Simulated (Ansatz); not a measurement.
# Ag2O: the cost of one run

Computed with Ansatz 0.2.0 (reference: DFT LDA, plane waves, PAW, scalar-relativistic, no spin polarisation, unless a step's input says otherwise).

## (1) Starting point

It takes space group Pn-3m (No. 224, cubic). Conventional cell: a = 4.775 Å, b = 4.775 Å, c = 4.775 Å, α = 90.00°, β = 90.00°, γ = 90.00°. Ag (site symmetry -3m) has 2 O at 2.07 Å as nearest neighbours. O (site symmetry -43m) has 4 Ag at 2.07 Å as nearest neighbours.

As a file:

```cif
data_structure
_symmetry_space_group_name_H-M 'P 1'
_symmetry_Int_Tables_number 1
_cell_length_a 4.7746
_cell_length_b 4.7746
_cell_length_c 4.7746
_cell_angle_alpha 90.000
_cell_angle_beta 90.000
_cell_angle_gamma 90.000
_cell_volume 108.85
loop_
_atom_site_label
_atom_site_type_symbol
_atom_site_fract_x
_atom_site_fract_y
_atom_site_fract_z
_atom_site_occupancy
Ag1 Ag 0.25000 0.25000 0.25000 1
Ag2 Ag 0.25000 0.75000 0.75000 1
Ag3 Ag 0.75000 0.75000 0.25000 1
Ag4 Ag 0.75000 0.25000 0.75000 1
O1 O 0.00000 0.00000 0.00000 1
O2 O 0.50000 0.50000 0.50000 1
```

## (2) Reference

Input file input.yaml:

```yaml
crystal:
  lattice:
    - [4.774597, 0.0, 0.0]
    - [0.0, 4.774597, 0.0]
    - [0.0, 0.0, 4.774597]
  atoms:
    - { symbol: Ag, position: [0.25, 0.25, 0.25] }
    - { symbol: Ag, position: [0.25, 0.75, 0.75] }
    - { symbol: Ag, position: [0.75, 0.75, 0.25] }
    - { symbol: Ag, position: [0.75, 0.25, 0.75] }
    - { symbol: O, position: [0.0, 0.0, 0.0] }
    - { symbol: O, position: [0.5, 0.5, 0.5] }
  symmetry: { tolerance: 0.0003 }
kpoints:
  mp_grid: { grid: [4, 4, 4], shift: [0, 0, 0] }
magnetization:
  spin_polarized: false
scf:
  occupations: { method: fermi_dirac }
hamiltonian:
  pseudopotentials: { kind: paw }
  xc: lda
basis:
  ecutwfc: 420
output:
  forces: true
  stress: true
  eigenvalues: true
```

Command:

```console
$ ansatz run input.yaml --threads 1 --pin off --max-ram 2560MiB --backend cpu --events-out ev --progress --plain --runs-dir out
```

What time and memory should one allow on 1 thread of AMD EPYC 7R13 (Zen 3), shared host?

About 1.9 s, with a peak of 0.4 GiB.
